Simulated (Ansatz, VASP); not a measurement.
**PbF2 in VASP and in Ansatz**

```
Pb F
1.0
     0.00000    2.97972    2.97972
     2.97972    0.00000    2.97972
     2.97972    2.97972    0.00000
Pb F
1 2
Cartesian
  0.0000 0.0000 0.0000
  1.4899 1.4899 1.4899
  4.4696 4.4696 4.4696
```

Change from the starting cell: volume scaled by 1.01.

Alike in both runs: task single point; functional LDA; k mesh 7 × 7 × 7; occupations fermi-dirac, width 0.03 eV; no spin polarisation.

|  | VASP | Ansatz |
| --- | --- | --- |
| version | VASP 6.6.1 | Ansatz 0.2.0 |
| potentials or method | VASP PAW LDA potentials, release 64 (Pb_d, F), cutoff 520 eV | all-electron LAPW, scalar-relativistic |

VASP gave:

- gap on the k mesh at the Fermi level (eV): 4.26
- pressure (GPa): -5.6

**Question.** Which values does Ansatz return?

**Answer.** gap on the k mesh at the Fermi level (eV): 4.29; pressure (GPa): -5.5.

Ansatz ran all-electron here, so the differences hold the error of VASP's frozen core and of both bases.

Caveats: spin-orbit coupling is left out, which as a rule narrows the gap of such compounds by several tenths of an eV; an odd mesh through Γ misses points on the zone boundary, where band edges often lie.
